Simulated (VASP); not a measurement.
Ta: single point with PBEsol

Crystal: Ta.

```
CELL_PARAMETERS angstrom
6.93570 0.00000 0.00000
0.00000 6.93570 0.00000
0.00000 0.00000 6.93570
ATOMIC_POSITIONS crystal
Ta 0.98198 0.01230 0.99683
Ta 0.51737 0.04099 0.03049
Ta 0.03107 0.48497 0.98939
Ta 0.02111 0.03400 0.50342
Ta 0.26378 0.27518 0.25246
Ta 0.51272 0.50596 0.03346
Ta 0.51826 0.01316 0.52031
Ta 0.76716 0.27289 0.27314
Ta 0.99387 0.49420 0.49882
Ta 0.28581 0.77878 0.28074
Ta 0.25108 0.24235 0.77102
Ta 0.49072 0.50481 0.50414
Ta 0.78027 0.74683 0.24643
Ta 0.76464 0.24427 0.76552
Ta 0.26113 0.76229 0.75139
Ta 0.75140 0.76898 0.76125
```

The cell was built by a generator and needn't be a form met in nature.

```yaml
Program: VASP 6.6.1
Task: single point
Functional: PBEsol
Potentials_or_basis: VASP PAW PBE potentials, release 64 (Ta_pv)
Cutoff: 520 eV
k_mesh: 2 × 2 × 2
Occupations: fermi-dirac, width 0.3 eV
Spin: no spin polarisation
```

```json
{
  "Pressure": "-21.4 GPa",
  "Largest force": "2.073 eV/Å",
  "Band gap on the k mesh": "none (metal or under the smearing width)"
}
```

Forces on the atoms (eV/Å):
```
Ta   1.721 -0.259  0.669
Ta   0.202 -1.565 -0.546
Ta  -1.171  1.552  0.722
Ta  -0.605 -1.434  0.256
Ta  -0.215 -0.717  0.636
Ta  -0.179  0.482 -0.938
Ta  -0.357  0.080 -0.210
Ta  -0.475 -0.536 -0.901
Ta   1.339  0.921  0.896
Ta  -0.929 -0.611 -0.872
Ta   0.570  0.620 -0.581
Ta   1.161  0.541  0.660
Ta  -0.751  0.551  0.596
Ta  -0.613  0.952 -0.524
Ta   0.037  0.062  0.162
Ta   0.264 -0.639 -0.025
```

Stress tensor (GPa, compression positive):
```
-21.47  -0.02   0.76
 -0.02 -21.16   0.02
  0.76   0.02 -21.49
```

Levels at points of the mesh, in eV from the Fermi level:
| k point | band 86 | band 87 | band 88 | band 89 | band 90 | band 91 | band 92 | band 93 |
| --- | --- | --- | --- | --- | --- | --- | --- | --- |
| (0.00, 0.00, 0.00) | 0.55 | 0.56 | 0.60 | 0.70 | 0.73 | 0.75 | 0.84 | 0.84 |
| (0.50, 0.00, 0.00) | -0.19 | -0.09 | -0.06 | 0.03 | 0.05 | 0.37 | 0.41 | 0.49 |
| (0.00, 0.50, 0.00) | -0.23 | -0.07 | -0.04 | 0.00 | 0.09 | 0.30 | 0.37 | 0.60 |
| (0.00, 0.00, 0.50) | -0.24 | -0.09 | 0.01 | 0.04 | 0.06 | 0.39 | 0.46 | 0.47 |
| (0.50, 0.50, 0.00) | -0.41 | -0.36 | -0.32 | -0.25 | -0.09 | -0.01 | 0.13 | 0.59 |
| (0.00, 0.50, 0.50) | -0.46 | -0.43 | -0.39 | -0.26 | -0.14 | 0.01 | 0.05 | 0.46 |
| (0.50, 0.00, 0.50) | -0.44 | -0.40 | -0.37 | -0.20 | -0.11 | -0.02 | 0.16 | 0.44 |
| (0.50, 0.50, 0.50) | -0.89 | -0.86 | -0.82 | -0.74 | -0.69 | -0.68 | -0.56 | -0.53 |

Wall time 15 min on 1 thread of Intel(R) Xeon(R) Platinum 8488C (Sapphire Rapids), with other jobs on the host, peak memory 0.46 GiB.

Caveat: the k mesh is coarse (spacing up to 0.45 Å⁻¹), so the values aren't converged; so large a pressure means that the cell lies far from this level's equilibrium, or that cutoff or potentials fall short; the potentials were made for another functional, which shifts forces and pressure. Spin-orbit coupling is left out, which matters for the levels of Ta.
